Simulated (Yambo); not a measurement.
## MoS2: optical spectrum by the Bethe-Salpeter equation with PBEsol

The system is MoS2.

```
Mo S
1.0
     3.09283    0.00000    0.00000
    -1.54641    2.67847    0.00000
     0.00000    0.00000    6.04914
Mo S
1 2
Direct
  0.00000 0.00000 0.50000
  0.66667 0.33333 0.74468
  0.33333 0.66667 0.25532
```

Measurements of this composition are mostly on another form, of space group No. 194.

The cell isn't the ideal one: cell squeezed.

```
Program                                     : Yambo 5.3.0
Task                                        : optical spectrum by the Bethe-Salpeter equation
Functional                                  : PBEsol
Potentials or basis                         : PseudoDojo 0.4.1 SR PBEsol standard
Cutoff                                      : 1088 eV
Density cutoff                              : 4354 eV
k mesh                                      : 3 × 3 × 2
Occupations                                 : fermi-dirac, width 0.05 eV
Spin                                        : no spin polarisation
k mesh of the self-consistent run           : 12 × 12 × 4
Random integration of the Coulomb term      : yes
Direction of the field or of q to 0         : x
Broadening                                  : 0.1 eV
Kernel                                      : screened exchange
Terms kept                                  : resonant and antiresonant, uncoupled
Solver                                      : diagonalisation
Correction of the levels                    : none
Top of the energy range                     : 20 eV
Energy points                               : 200
Bands of the transition space (first, last) : [11, 17]
Bands in the response                       : 38
Cutoff of the response matrix               : 5 Ry
Cutoff of exchange and Vxc                  : 20 Ry
```

* Band gap on the k mesh, mean-field level: none (metal or under the smearing width)

Dielectric function (along the field direction of the input):
```
energy (eV)  real part  imaginary part
       0.30       8.20            4.30
       1.31       7.66            0.32
       2.31      17.47           11.92
       3.32       1.02            3.55
       4.42       2.94            3.94
       5.43      -1.09            4.71
       6.43      -4.48            7.22
       7.54      -1.90            0.29
       8.54      -0.77            0.09
       9.55      -0.19            0.04
      10.65       0.13            0.02
      11.66       0.31            0.01
      12.66       0.44            0.01
      13.77       0.54            0.01
      14.77       0.61            0.01
      15.78       0.66            0.00
      16.88       0.71            0.00
      17.89       0.74            0.00
      18.89       0.77            0.00
      20.00       0.80            0.00
```

It took 2.3 min on 1 thread of Arm Neoverse V1, with other jobs on the host.

Caveat: the k mesh is coarse (spacing up to 0.78 Å⁻¹), so the values aren't converged; the intraband (Drude) term of the metal is left out; the ground state has no gap, which makes the many-body step unreliable; the transitions start from uncorrected Kohn-Sham levels, so peaks lie too low; exciton energies and binding change strongly with the k mesh and aren't converged on this one; spectra need much finer meshes, so this one isn't converged.
